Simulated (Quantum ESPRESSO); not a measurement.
TePb in Quantum ESPRESSO: the effect of target pressure

Crystal: TePb.

```
Pb Te
1.0
     0.00000    3.23100    3.23100
     3.23100    0.00000    3.23100
     3.23100    3.23100    0.00000
Pb Te
1 1
Direct
  0.00000 0.00000 0.00000
  0.50000 0.50000 0.50000
```

Alike in all runs:

- Program: Quantum ESPRESSO 7.5
- Task: phonons
- Functional: PBE
- Potentials or basis: GBRV 1.5 PBE
- Cutoff: 612 eV
- Density cutoff: 4898 eV
- k mesh: 4 × 4 × 4, shifted
- Occupations: fermi-dirac, width 0.05 eV
- Spin: no spin polarisation

Each run relaxes the cell or the atoms first.

```csv
target pressure,relaxed volume (Å³/atom),dielectric constant (mean),highest phonon frequency (cm⁻¹)
0 GPa,35.31,24.86,25
5 GPa,31.90,31.23,66
10 GPa,?,?,?
```

Q: What does the run with target pressure 10 GPa give?

A: Relaxed volume 29.70 Å³/atom; dielectric constant 39.97 mean; highest phonon frequency 87 cm⁻¹.

Caveats: the cell is more than 3 GPa from zero pressure, which shifts response properties (some runs).
